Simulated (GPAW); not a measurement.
Bi:

```xyz
2
Lattice="2.2675 1.3091 3.9380 -2.2675 1.3091 3.9380 0.0000 -2.6183 3.9380" Properties=species:S:1:pos:R:3 pbc="T T T"
Bi    0.0000    0.0000    9.0495
Bi    0.0000    0.0000    2.7645
```

Base run:

| Property | Result |
| --- | --- |
| Program | GPAW 26.7.0 |
| Functional | PBE |
| Potentials or basis | GPAW PAW data sets (gpaw-data 1.2.1) |
| Cutoff | 600 eV |
| Basis | pw |
| k mesh | 7 × 7 × 7 |
| Occupations | fermi-dirac, width 0.05 eV |
| Spin | no spin polarisation |

Its results: band gap on the k mesh 0.27 eV, indirect (least direct gap 0.54 eV); pressure 2.0 GPa; largest force 0.193 eV/Å.

Q: The run is repeated on the same cell with these changes: functional from PBE to TASK. What comes out?

A: Band gap on the k mesh 0.33 eV, indirect (least direct gap 0.59 eV); pressure 5.1 GPa; largest force 0.140 eV/Å.

Caveats: spin-orbit coupling is left out, which as a rule narrows the gap of such compounds by several tenths of an eV; an odd mesh through Γ misses points on the zone boundary, where band edges often lie; the PAW data sets were made with another functional, which shifts forces and pressure a little (some runs).

Not every run made on this cell is shown here.
